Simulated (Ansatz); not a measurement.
# K (fcc type): the cost of one run

Computed with Ansatz 0.2.0 (DFT PBE, with the methods named in each step, unless a step's input says otherwise).

This is K in the fcc structure; at room conditions it is bcc.

### Step 1. Starting point

Symmetry: Fm-3m, No. 225, cubic system. The conventional cell has a = 6.657 Å, b = 6.657 Å, c = 6.657 Å, α = 90.00°, β = 90.00°, γ = 90.00°.

Structure file:

```
CELL_PARAMETERS angstrom
0.00000 3.32834 3.32834
3.32834 0.00000 3.32834
3.32834 3.32834 0.00000
ATOMIC_POSITIONS crystal
K 0.00000 0.00000 0.00000
```

Whether this phase is the stable one at these pressures isn't tested.

### Step 2. The reference volume, LAPW

The input, input.yaml:

```yaml
crystal:
  lattice:
    - [0.0, 3.3283447602, 3.3283447602]
    - [3.3283447602, 0.0, 3.3283447602]
    - [3.3283447602, 3.3283447602, 0.0]
  atoms:
    - { symbol: K, position: [0.0, 0.0, 0.0] }
kpoints:
  mp_grid: { grid: [10, 10, 10] }
  band_path:
    path:
      - [0.0, 0.0, 0.0]
      - [0.5, 0.0, 0.5]
      - [0.625, 0.25, 0.625]
      - [0.375, 0.375, 0.75]
      - [0.0, 0.0, 0.0]
      - [0.5, 0.5, 0.5]
      - [0.5, 0.25, 0.75]
      - [0.5, 0.0, 0.5]
    npoints: 14
scf:
  occupations: { method: fermi_dirac, width: 0.1 }
hamiltonian:
  xc: pbe
  pseudopotentials: { kind: all_electron, lapw: { basis_error: 0.001 } }
output:
  forces: true
  stress: true
  eigenvalues: true
  populations: true
  dos: { projected: true, de: 0.2, e_range: [-14, 8] }
```

Command:

```
$ ansatz run input.yaml --threads 1 --pin off --max-ram 2048MiB --backend cpu --events-out ev --progress --plain --runs-dir out
```

What time and memory should one allow on 1 thread of Arm Neoverse V1, shared host?

About 3.2 s, with a peak of 0.2 GiB.
